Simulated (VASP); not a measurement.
The system is Ag.

```
Ag
1.0
     0.00000    2.04275    2.04275
     2.04275    0.00000    2.04275
     2.04275    2.04275    0.00000
Ag
1
Direct
  0.00000 0.00000 0.00000
```

```yaml
Program: VASP 6.6.1
Task: relaxation of cell and atoms
Functional: PBE
Potentials_or_basis: VASP PAW PBE potentials, release 54 (Ag)
Cutoff: 600 eV
k_mesh: 11 × 11 × 11
Occupations: fermi-dirac, width 0.05 eV
Spin: no spin polarisation
```

At the start: pressure 4.3 GPa; volume 17.05 Å³/atom.

How do energy, volume and symmetry change on relaxing?

Over 3 steps the energy falls by 9.1 meV/atom and the volume is 17.77 Å³/atom (+4.2 %); space group Fm-3m (No. 225, to 0.05 Å).

The path:
```tsv
step	energy change (eV)	largest force (eV/Å)	pressure (GPa)	volume (Å³)
1	0.0000	0.0000	4.27	17.05
2	-0.0064	0.0000	-1.99	18.19
3	-0.0091	0.0000	0.11	17.77
```

Final structure:
```xyz
1
Lattice="0.0000 2.0711 2.0711 2.0711 0.0000 2.0711 2.0711 2.0711 0.0000" Properties=species:S:1:pos:R:3 pbc="T T T"
Ag    0.0000    0.0000    0.0000
```
